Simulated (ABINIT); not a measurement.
## BN (Qingsongite): G0W0 in ABINIT against the bands in the screening

How does the gap of BN (Qingsongite) converge in the bands in the screening?

Method: PBE and many-body steps on it, plane waves, in ABINIT 10.8.3.

## 1. The structure

It takes space group F-43m (No. 216, cubic). The conventional cell has a = 3.615 Å, b = 3.615 Å, c = 3.615 Å, α = 90.00°, β = 90.00°, γ = 90.00°. B has 4 N at 1.57 Å nearest. Nearest to N lie 4 B at 1.57 Å. Farther neighbours and most contacts between anions are not listed.

Coordinates:

```cif
data_structure
_symmetry_space_group_name_H-M 'P 1'
_symmetry_Int_Tables_number 1
_cell_length_a 2.5562
_cell_length_b 2.5562
_cell_length_c 2.5562
_cell_angle_alpha 60.000
_cell_angle_beta 60.000
_cell_angle_gamma 60.000
_cell_volume 11.81
loop_
_atom_site_label
_atom_site_type_symbol
_atom_site_fract_x
_atom_site_fract_y
_atom_site_fract_z
_atom_site_occupancy
B1 B 0.00000 0.00000 0.00000 1
N2 N 0.25000 0.25000 0.25000 1
```

The cell and positions come from the Crystallography Open Database and are kept as given unless a step says otherwise.

## 2. Screening, 8×8×8 mesh, 12 bands, screening to 261.2 eV

This step: ABINIT 10.8.3; RPA screening on PBE, plane waves, norm-conserving pseudopotentials.

The RPA dielectric matrix is built and inverted for each q.

Contents of run.abi:

```
acell 3*1.0 Angstrom
rprim 
  -0.000000000000 1.807500000000 1.807500000000
  1.807500000000 0.000000000000 1.807500000000
  1.807500000000 1.807500000000 -0.000000000000
ntypat 2
znucl 5 7
natom 2
typat 1 2
xred 
  0.000000000000 0.000000000000 0.000000000000
  0.250000000000 0.250000000000 0.250000000000
pp_dirpath "pseudos"
pseudos "B.upf, N.upf"
ecut 36
ngkpt 8 8 8
nshiftk 1
shiftk 0 0 0
kptopt 1
chksymbreak 0
istwfk *1
occopt 1
irdwfk 1
optdriver 3
nband 12
ecuteps 9.6
inclvkb 2
awtr 1
symchi 1
indata_prefix "in"
outdata_prefix "out"
tmpdata_prefix "tmp"
```

Launch:

```sh
$ OMP_NUM_THREADS=1 mpirun -n 8 abinit run.abi > log
```

What it wrote:

```text
.Version 10.8.3 of ABINIT. v10.8.2 released Aug 2026.

 Symmetries : space group F-4 3 m (#216); Bravais cF (face-center cubic)
[... echo of the input left out ...]
== DATASET  1 ==================================================================
-   mpi_nproc: 8, omp_nthreads: 1 (-1 if OMP is not activated)

--- !DatasetInfo
iteration_state: {dtset: 1, }
dimensions: {natom: 2, nkpt: 29, mband: 12, nsppol: 1, nspinor: 1, nspden: 1, mpw: 869, }
cutoff_energies: {ecut:  36.0, pawecutdg:  -1.0, }
electrons: {nelect:   8.00000000E+00, charge:   0.00000000E+00, occopt:   1.00000000E+00, tsmear:   1.00000000E-02, }

 SCREENING: Calculation of the susceptibility and dielectric matrices

 Based on a program developped by R.W. Godby, V. Olevano, G. Onida, and L. Reining.
 Incorporated in ABINIT by V. Olevano, G.-M. Rignanese, and M. Torrent.
.Using double precision arithmetic ; gwpc =  8

[... cell and pseudopotentials left out ...]
--------------------------------------------------------------------------------

 ==== K-mesh for the wavefunctions ====
 Number of points in the irreducible wedge :    29
[... list of points left out ...]
 Together with 24 symmetry operations and time-reversal symmetry
 yields   512 points in the full Brillouin Zone.

 ==== Q-mesh for the screening function ====
 Number of points in the irreducible wedge :    29
[... list of points left out ...]
 Together with 24 symmetry operations and time-reversal symmetry
 yields   512 points in the full Brillouin Zone.

 setmesh: FFT mesh size selected  =    20x   20x   20
          total number of points  =         8000

 vcoul_init : cutoff-mode = AUXILIARY_FUNCTION
 q-points for optical limit:   1
     1)      0.000010    0.000020    0.000030

- screening: taking advantage of time-reversal symmetry
- Maximum band index for partially occupied states nbvw = 4
- Remaining bands to be divided among processors   nbcw = 8
- Number of bands treated by each node ~1

 Number of electrons calculated from density =    8.0000; Expected =    8.0000
 average of density, n =  0.100376
 r_s =    1.3348
 omega_plasma =   30.5612 [eV]

 calculating chi0 at frequencies [eV] :
  1    0.000000E+00    0.000000E+00
  2    0.000000E+00    3.056116E+01

--------------------------------------------------------------------------------
  q-point number  1        q = ( 0.000000, 0.000000, 0.000000) [r.l.u.]
--------------------------------------------------------------------------------
[... chi0 elements left out ...]
 For q-point:  0.000010 0.000020 0.000030
  dielectric constant =   4.2796
  dielectric constant without local fields =   4.6145

  Average fulfillment of the sum rule on Im[epsilon] for q-point    1 :     18.84  [%]
[... wings left out ...]
  q-point number  2        q = ( 0.125000, 0.000000, 0.000000) [r.l.u.]
--------------------------------------------------------------------------------
[... chi0 elements left out ...]
  Average fulfillment of the sum rule on Im[epsilon] for q-point    2 :     75.01  [%]

 [... 27 further q-points ...]
```

The job ended after 7 s (8 MPI ranks of AMD EPYC 7R43, shared host; peak memory 0.82 GiB; 52 s of CPU time).

This step gave:

```
ε∞ with local fields, on this mesh, along the program's q direction : 4.280
the same without local fields                                       : 4.614
plasma frequency                                                    : 30.56 eV
plane waves in the screening matrix                                 : 113
```

Local fields lower ε∞ by 7 %.

## 3. 12 bands

This step: G0W0 on PBE, plane waves, norm-conserving pseudopotentials.

Edit run.abi of step 2 so:

```diff
@@ -23,8 +23,17 @@
 irdwfk 1
-optdriver 3
-nband 12
+optdriver 4
+nband 58
+gwcalctyp 0
+ecutsigx 36
+symsigma 1
+nkptgw 2
+kptgw 
+  0.0000000000 0.0000000000 0.0000000000
+  0.5000000000 0.5000000000 0.0000000000
+bdgw 
+  2 7
+  3 6
 ecuteps 9.6
-inclvkb 2
-awtr 1
-symchi 1
+irdscr 1
+ppmodel 1
 indata_prefix "in"
```

What it wrote:

```text
.Version 10.8.3 of ABINIT. v10.8.2 released Aug 2026.

 Symmetries : space group F-4 3 m (#216); Bravais cF (face-center cubic)
[... echo of the input left out ...]
== DATASET  1 ==================================================================
-   mpi_nproc: 8, omp_nthreads: 1 (-1 if OMP is not activated)

--- !DatasetInfo
iteration_state: {dtset: 1, }
dimensions: {natom: 2, nkpt: 29, mband: 58, nsppol: 1, nspinor: 1, nspden: 1, mpw: 869, }
cutoff_energies: {ecut:  36.0, pawecutdg:  -1.0, }
electrons: {nelect:   8.00000000E+00, charge:   0.00000000E+00, occopt:   1.00000000E+00, tsmear:   1.00000000E-02, }

 SIGMA: Calculation of the GW corrections

 Based on a program developped by R.W. Godby, V. Olevano, G. Onida, and L. Reining.
 Incorporated in ABINIT by V. Olevano, G.-M. Rignanese, and M. Torrent.
.Using double precision arithmetic ; gwpc =  8

[... cell and pseudopotentials left out ...]
--------------------------------------------------------------------------------

 ==== K-mesh for the wavefunctions ====
 Number of points in the irreducible wedge :    29
[... list of points left out ...]
 Together with 24 symmetry operations and time-reversal symmetry
 yields   512 points in the full Brillouin Zone.

 ==== Q-mesh for screening function ====
 Number of points in the irreducible wedge :    29
[... list of points left out ...]
 Together with 24 symmetry operations and time-reversal symmetry
 yields   512 points in the full Brillouin Zone.

 vcoul_init : cutoff-mode = AUXILIARY_FUNCTION
 q-points for optical limit:   1
     1)      0.000010    0.000020    0.000030
 setmesh: FFT mesh size selected  =    25x   25x   25
          total number of points  =        15625

 Number of electrons calculated from density =    8.0000; Expected =    8.0000
 average of density, n =  0.100376
 r_s =    1.3348
 omega_plasma =   30.5612 [eV]

 === KS Band Gaps ===
  >>>> For spin  1
   Minimum direct gap =   8.8782 [eV], located at k-point      :   0.0000  0.0000  0.0000
   Fundamental gap    =   4.5349 [eV], Top of valence bands at :   0.0000  0.0000  0.0000
                                       Bottom of conduction at :   0.5000  0.5000  0.0000
 SIGMA fundamental parameters:
 PLASMON POLE MODEL  1
 number of plane-waves for SigmaX                  869
 number of plane-waves for SigmaC and W            113
 number of plane-waves for wavefunctions           869
 number of bands                                    58
 number of independent spin polarizations            1
 number of spinorial components                      1
 number of k-points in IBZ                          29
 number of q-points in IBZ                          29
 number of symmetry operations                      24
 number of k-points in BZ                          512
 number of q-points in BZ                          512
 number of frequencies for dSigma/dE                 9
 frequency step for dSigma/dE [eV]                0.25
 number of omega for Sigma on real axis              0
 max omega for Sigma on real axis  [eV]           0.00
 zcut for avoiding poles [eV]                     0.10

 EPSILON^-1 parameters (SCR file):
 dimension of the eps^-1 matrix on file            113
 dimension of the eps^-1 matrix used               113
 number of plane-waves for wavefunctions           869
 number of bands                                    12
 number of q-points in IBZ                          29
 number of frequencies                               2
 number of real frequencies                          1
 number of imag frequencies                          1

 matrix elements of self-energy operator (all in [eV])

 Perturbative Calculation

--- !SelfEnergy_ee
iteration_state: {dtset: 1, }
kpoint     : [   0.000,    0.000,    0.000, ]
spin       : 1
KS_gap     :    8.878
QP_gap     :   11.054
Delta_QP_KS:    2.176
data: !SigmaeeData |
     Band     E0 <VxcDFT>   SigX SigC(E0)      Z dSigC/dE  Sig(E)    E-E0       E
        2   8.220 -18.520 -22.080   2.934   0.828  -0.208 -19.038  -0.518   7.702
        3   8.220 -18.520 -22.080   2.934   0.828  -0.208 -19.038  -0.518   7.702
        4   8.220 -18.520 -22.080   2.934   0.828  -0.208 -19.038  -0.518   7.702
        5  17.099 -13.778  -7.152  -4.662   0.844  -0.185 -12.121   1.657  18.756
        6  17.099 -13.778  -7.152  -4.662   0.844  -0.185 -12.121   1.657  18.756
        7  17.099 -13.778  -7.152  -4.662   0.844  -0.185 -12.121   1.657  18.756

--- !SelfEnergy_ee
iteration_state: {dtset: 1, }
kpoint     : [   0.500,    0.500,    0.000, ]
spin       : 1
KS_gap     :    9.442
QP_gap     :   11.486
Delta_QP_KS:    2.044
data: !SigmaeeData |
     Band     E0 <VxcDFT>   SigX SigC(E0)      Z dSigC/dE  Sig(E)    E-E0       E
        3   3.313 -16.496 -21.657   3.934   0.816  -0.226 -17.498  -1.001   2.312
        4   3.313 -16.496 -21.657   3.934   0.816  -0.226 -17.498  -1.001   2.312
        5  12.755 -12.570  -7.394  -3.958   0.856  -0.168 -11.528   1.042  13.798
        6  17.562 -12.696  -6.779  -4.495   0.852  -0.173 -11.484   1.212  18.774

== END DATASET(S) ==============================================================
================================================================================

 -outvars: echo values of variables after computation  --------
           etotal      0.0000000000E+00
            nband          58
             nkpt          29
          spgroup         216
 [... the other variables as echoed above ...]

 Calculation completed.
```

Run time: 6.2 s. Hardware: 8 MPI ranks; peak memory 1.1 GiB; 46 s of CPU time.

This step gave:

- G0W0 gap on the points computed: 6.096 eV
- starting gap on the mesh: 4.535 eV
- k of the valence top: 0, 0, 0
- k of the conduction bottom: 0.5, 0.5, 0
- Z at the valence top: 0.828
- Z at the conduction bottom: 0.856
- least direct G0W0 gap on the computed points: 11.05 eV

## 4. Screening, 8×8×8 mesh, 16 bands, screening to 261.2 eV

This step: RPA screening on PBE, plane waves, norm-conserving pseudopotentials.

Edit run.abi of step 3 so:

```diff
@@ -23,17 +23,8 @@
 irdwfk 1
-optdriver 4
-nband 58
-gwcalctyp 0
-ecutsigx 36
-symsigma 1
-nkptgw 2
-kptgw 
-  0.0000000000 0.0000000000 0.0000000000
-  0.5000000000 0.5000000000 0.0000000000
-bdgw 
-  2 7
-  3 6
+optdriver 3
+nband 16
 ecuteps 9.6
-irdscr 1
-ppmodel 1
+inclvkb 2
+awtr 1
+symchi 1
 indata_prefix "in"
```

What it wrote:

```text
.Version 10.8.3 of ABINIT. v10.8.2 released Aug 2026.

 Symmetries : space group F-4 3 m (#216); Bravais cF (face-center cubic)
[... echo of the input left out ...]
== DATASET  1 ==================================================================
-   mpi_nproc: 8, omp_nthreads: 1 (-1 if OMP is not activated)

--- !DatasetInfo
iteration_state: {dtset: 1, }
dimensions: {natom: 2, nkpt: 29, mband: 16, nsppol: 1, nspinor: 1, nspden: 1, mpw: 869, }
cutoff_energies: {ecut:  36.0, pawecutdg:  -1.0, }
electrons: {nelect:   8.00000000E+00, charge:   0.00000000E+00, occopt:   1.00000000E+00, tsmear:   1.00000000E-02, }

 SCREENING: Calculation of the susceptibility and dielectric matrices

 Based on a program developped by R.W. Godby, V. Olevano, G. Onida, and L. Reining.
 Incorporated in ABINIT by V. Olevano, G.-M. Rignanese, and M. Torrent.
.Using double precision arithmetic ; gwpc =  8

[... cell and pseudopotentials left out ...]
--------------------------------------------------------------------------------

 ==== K-mesh for the wavefunctions ====
 Number of points in the irreducible wedge :    29
[... list of points left out ...]
 Together with 24 symmetry operations and time-reversal symmetry
 yields   512 points in the full Brillouin Zone.

 ==== Q-mesh for the screening function ====
 Number of points in the irreducible wedge :    29
[... list of points left out ...]
 Together with 24 symmetry operations and time-reversal symmetry
 yields   512 points in the full Brillouin Zone.

 setmesh: FFT mesh size selected  =    20x   20x   20
          total number of points  =         8000

 vcoul_init : cutoff-mode = AUXILIARY_FUNCTION
 q-points for optical limit:   1
     1)      0.000010    0.000020    0.000030

- screening: taking advantage of time-reversal symmetry
- Maximum band index for partially occupied states nbvw = 4
- Remaining bands to be divided among processors   nbcw = 12
- Number of bands treated by each node ~1

 Number of electrons calculated from density =    8.0000; Expected =    8.0000
 average of density, n =  0.100376
 r_s =    1.3348
 omega_plasma =   30.5612 [eV]

 calculating chi0 at frequencies [eV] :
  1    0.000000E+00    0.000000E+00
  2    0.000000E+00    3.056116E+01

--------------------------------------------------------------------------------
  q-point number  1        q = ( 0.000000, 0.000000, 0.000000) [r.l.u.]
--------------------------------------------------------------------------------
[... chi0 elements left out ...]
 For q-point:  0.000010 0.000020 0.000030
  dielectric constant =   4.2908
  dielectric constant without local fields =   4.6412

  Average fulfillment of the sum rule on Im[epsilon] for q-point    1 :     30.74  [%]
[... wings left out ...]
  q-point number  2        q = ( 0.125000, 0.000000, 0.000000) [r.l.u.]
--------------------------------------------------------------------------------
[... chi0 elements left out ...]
  Average fulfillment of the sum rule on Im[epsilon] for q-point    2 :     81.53  [%]

 [... 27 further q-points ...]
```

It took 11 s on 8 MPI ranks; peak memory 0.83 GiB.

Numbers from this step:

- ε∞ with local fields, on this mesh, along the program's q direction: 4.291
- the same without local fields: 4.641
- plasma frequency: 30.56 eV
- plane waves in the screening matrix: 113

## 5. 16 bands

The self-energy is evaluated for the states that the input lists, and the levels follow from it, in one-shot runs by the linearised quasiparticle equation.

This step: G0W0 on PBE, plane waves, norm-conserving pseudopotentials.

Edit run.abi of step 4 so:

```diff
@@ -23,8 +23,17 @@
 irdwfk 1
-optdriver 3
-nband 16
+optdriver 4
+nband 58
+gwcalctyp 0
+ecutsigx 36
+symsigma 1
+nkptgw 2
+kptgw 
+  0.0000000000 0.0000000000 0.0000000000
+  0.5000000000 0.5000000000 0.0000000000
+bdgw 
+  2 7
+  3 6
 ecuteps 9.6
-inclvkb 2
-awtr 1
-symchi 1
+irdscr 1
+ppmodel 1
 indata_prefix "in"
```

What it wrote:

```text
.Version 10.8.3 of ABINIT. v10.8.2 released Aug 2026.

 Symmetries : space group F-4 3 m (#216); Bravais cF (face-center cubic)
[... echo of the input left out ...]
== DATASET  1 ==================================================================
-   mpi_nproc: 8, omp_nthreads: 1 (-1 if OMP is not activated)

--- !DatasetInfo
iteration_state: {dtset: 1, }
dimensions: {natom: 2, nkpt: 29, mband: 58, nsppol: 1, nspinor: 1, nspden: 1, mpw: 869, }
cutoff_energies: {ecut:  36.0, pawecutdg:  -1.0, }
electrons: {nelect:   8.00000000E+00, charge:   0.00000000E+00, occopt:   1.00000000E+00, tsmear:   1.00000000E-02, }

 SIGMA: Calculation of the GW corrections

 Based on a program developped by R.W. Godby, V. Olevano, G. Onida, and L. Reining.
 Incorporated in ABINIT by V. Olevano, G.-M. Rignanese, and M. Torrent.
.Using double precision arithmetic ; gwpc =  8

[... cell and pseudopotentials left out ...]
--------------------------------------------------------------------------------

 ==== K-mesh for the wavefunctions ====
 Number of points in the irreducible wedge :    29
[... list of points left out ...]
 Together with 24 symmetry operations and time-reversal symmetry
 yields   512 points in the full Brillouin Zone.

 ==== Q-mesh for screening function ====
 Number of points in the irreducible wedge :    29
[... list of points left out ...]
 Together with 24 symmetry operations and time-reversal symmetry
 yields   512 points in the full Brillouin Zone.

 vcoul_init : cutoff-mode = AUXILIARY_FUNCTION
 q-points for optical limit:   1
     1)      0.000010    0.000020    0.000030
 setmesh: FFT mesh size selected  =    25x   25x   25
          total number of points  =        15625

 Number of electrons calculated from density =    8.0000; Expected =    8.0000
[...]
number of omega for Sigma on real axis              0
 max omega for Sigma on real axis  [eV]           0.00
 zcut for avoiding poles [eV]                     0.10

 EPSILON^-1 parameters (SCR file):
 dimension of the eps^-1 matrix on file            113
 dimension of the eps^-1 matrix used               113
 number of plane-waves for wavefunctions           869
 number of bands                                    16
 number of q-points in IBZ                          29
 number of frequencies                               2
 number of real frequencies                          1
 number of imag frequencies                          1

 matrix elements of self-energy operator (all in [eV])

 Perturbative Calculation

--- !SelfEnergy_ee
iteration_state: {dtset: 1, }
kpoint     : [   0.000,    0.000,    0.000, ]
spin       : 1
KS_gap     :    8.878
QP_gap     :   10.992
Delta_QP_KS:    2.114
data: !SigmaeeData |
     Band     E0 <VxcDFT>   SigX SigC(E0)      Z dSigC/dE  Sig(E)    E-E0       E
        2   8.220 -18.520 -22.080   2.843   0.829  -0.207 -19.114  -0.594   7.626
        3   8.220 -18.520 -22.080   2.843   0.829  -0.207 -19.114  -0.594   7.626
        4   8.220 -18.520 -22.080   2.843   0.829  -0.207 -19.114  -0.594   7.626
[...]
--- !SelfEnergy_ee
iteration_state: {dtset: 1, }
kpoint     : [   0.500,    0.500,    0.000, ]
spin       : 1
KS_gap     :    9.442
QP_gap     :   11.429
Delta_QP_KS:    1.987
data: !SigmaeeData |
     Band     E0 <VxcDFT>   SigX SigC(E0)      Z dSigC/dE  Sig(E)    E-E0       E
[...]
5  12.755 -12.570  -7.394  -4.119   0.856  -0.169 -11.665   0.904  13.660
        6  17.562 -12.696  -6.779  -4.668   0.852  -0.173 -11.632   1.064  18.626

== END DATASET(S) ==============================================================
================================================================================

 -outvars: echo values of variables after computation  --------
           etotal      0.0000000000E+00
            nband          58
             nkpt          29
          spgroup         216
 [... the other variables as echoed above ...]

 Calculation completed.
```

The job ended after 6.6 s (8 MPI ranks; peak memory 1.1 GiB).

Numbers from this step:

* G0W0 gap on the points computed: 6.034 eV
* starting gap on the mesh: 4.535 eV
* k of the valence top: 0, 0, 0
* k of the conduction bottom: 0.5, 0.5, 0
* Z at the valence top: 0.829
* Z at the conduction bottom: 0.856
* least direct G0W0 gap on the computed points: 10.99 eV

The gap on the mesh goes from 4.53 eV to 6.03 eV, a correction of +1.50 eV.

[end of part 1 of 2]

[Paths, hosts, dates, memory and timing lines, banners, echoed tables and standing remarks are left out of the program output.]

[Logs are printed without paths, hosts, clocks, repeated set-up lines and the standing remarks that a program may print on its own settings, such as how far it seeks lower states.]

[Runs of the session that timed out or met a known fault of the program may be left out.]

[Hosts, paths, dates, database ids (printed as entryN), source tags and the programs' standing remarks are cut or masked in the printed files.]

[G0W0 gaps are taken among the corrected bands and points alone; a level outside them can change the order at an edge.]

[Where Ansatz stands beside ABINIT at settings called matched, ABINIT's density can come from a denser mesh and the files from another edition; pairs whose starting gaps differed by over 0.03 eV were left out, so agreement reads better than it is.]
